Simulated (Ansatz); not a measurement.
An Ansatz input:

```yaml
crystal:
  lattice:
    - [0.0, 3.3875056414, 3.3875056414]
    - [3.3875056414, 0.0, 3.3875056414]
    - [3.3875056414, 3.3875056414, 0.0]
  atoms:
    - { symbol: La, position: [0.125, 0.125, 0.125] }
    - { symbol: La, position: [0.875, 0.875, 0.875] }
hamiltonian:
  xc: pbe
  pseudopotentials:
    kind: paw
    azcp:
      La: "pseudopotentials/La.paw.azcp"
basis:
  ecutwfc: 420
  fft_grid_basis: typed
kpoints:
  mp_grid: { grid: [13, 13, 13], shift: [0, 0, 0] }
magnetization:
  spin_polarized: false
scf:
  occupations: { method: fermi_dirac, width: 0.1 }
output:
  stress: true
```

Terminal output

```
Engine: ansatz 0.2.0, x86_64-unknown-linux-gnu
Pseudopotentials: kind: paw
Pseudopotential: La, paw, valence charge 11, recommended cutoff 420 eV (normal) 
Functional definition: PBE
  parameter kappa = 0.804
  parameter beta = 0.06672455060314922
  exchange = pbe_x(kappa = kappa, mu = beta*pi^2/3)
  correlation = pbe_c(beta = beta)
Crystal: 2 atoms, lattice volume = 77.745 Å³
Basis set: ecut = 420 eV, 1471 PW (Γ)
Bands: 15, of which v1, the nominal top of the filled ones, is band 11 counted from 1 (10 counted from 0)
Symmetry: 48 space group operations
Space group: Fd-3m (ITA 227), of the structure as read, at distance tolerance 4.3e-5 Å
k-points: 84 of 2197
Non-local potential: La, projectors of the file, l = 0: 3, l = 1: 2, l = 2: 2, l = 3: 3
PAW form: soft (Blöchl's): semilocal exchange-correlation on the pseudo side does not see the compensation charge
PAW one-centre angular grid: La, 590 points (default); XC on 64 Gauss nodes
Initial density: superposition of atomic densities (neutral atoms: chi_scale 0, normalization atom), corrected by the library's trained network
Initial wavefunctions: pseudopotential atomic-orbital guess
Functional: x = pbe(κ = 0.804, μ = 0.2195149727645171), c = pbe(β = 0.06672455060314922)
SCF iter   1: F=—  HF=-12498.188665 eV  |F-HF|=—  |Δ(HF+E_count)|=         —  Δρ=7.68e-3  dr2=2.34e-2  ethr=1.77e-3  ⟨swp⟩=5.0  Hψ=6374  notcnv=0
SCF iter   2: F=—  HF=-12498.187175 eV  |F-HF|=—  |Δ(HF+E_count)|=   1.49e-3  Δρ=4.30e-3  dr2=7.71e-3  ethr=1.06e-4  ⟨swp⟩=2.1  Hψ=2815  notcnv=0
SCF iter   3: F=—  HF=-12498.187267 eV  |F-HF|=—  |Δ(HF+E_count)|=   9.23e-5  Δρ=5.32e-4  dr2=3.54e-4  ethr=3.50e-5  ⟨swp⟩=2.6  Hψ=2312  notcnv=0
SCF iter   4: F=—  HF=-12498.187324 eV  |F-HF|=—  |Δ(HF+E_count)|=   5.75e-5  Δρ=1.57e-4  dr2=3.70e-5  ethr=1.61e-6  ⟨swp⟩=2.3  Hψ=1593  notcnv=0
SCF iter   5: F=—  HF=-12498.187326 eV  |F-HF|=—  |Δ(HF+E_count)|=   1.44e-6  Δρ=5.28e-5  dr2=2.49e-6  ethr=1.68e-7  ⟨swp⟩=2.1  Hψ=1966  notcnv=0
SCF iter   6: F=—  HF=-12498.187326 eV  |F-HF|=—  |Δ(HF+E_count)|=   2.59e-7  Δρ=1.95e-5  dr2=1.68e-7  ethr=1.13e-8  ⟨swp⟩=2.7  Hψ=2457  notcnv=0
SCF iter   7: F=-12498.187326 eV  HF=-12498.187326 eV  |F-HF|=1.52e-9  |Δ(HF+E_count)|=   5.06e-8  Δρ=4.00e-6  dr2=1.31e-8  ethr=4.55e-10  ⟨swp⟩=4.7  Hψ=4736  notcnv=0
SCF 1 converged in 7 iterations: F = -12498.187326 eV  dr2 = 1.31e-8
SCF converged after 7 iterations
Free energy (F): -12498.187326 eV
Harris-Foulkes:  -12498.187326 eV  (|F-HF|=1.52e-9)
Internal energy: -12498.106178 eV  (E = F + TS)
E sigma→0 (E₀):  -12498.146752 eV
Entropy (-TS):   -0.081148 eV (-40.574 meV/atom)
Fermi energy:    10.046006 eV
--- Per-component energies (eV) ---
  E_band       = -116.181082
  E_kinetic    = 395.100895
  E_local      = -892.505223  (includes V_loc(G=0)·N_el)
  E_nonlocal   = 191.784568
  E_hartree    = 306.975057
  E_xc         = -280.337094
  E_vxc        = -297.781565  (∫ρ·V_xc dr)
  E_paw        = -10833.779700  (= ΣΔE_a)
  E_vpaw       = -126.727557  (= ΣTr[D̂ρ^β])
  E_aug_tail   = -0.000000  (compensation charges beyond the density's cutoff)
  E_ewald      = -1385.344679
  E_smearing   = -0.081148  (= −TS)
  E_closure    = 0.000000  (closes the sum)
  Σ components = -12498.187326   (vs F -12498.187326, Δ=0.00e0)
--- Stress (GPa, compression-positive) ---
       -1.446098       0.000000       0.000000
       -0.000000      -1.446098      -0.000000
       -0.000000       0.000000      -1.446098
  P = ⅓ Tr σ = -1.4461 GPa (-14.461 kbar)
```
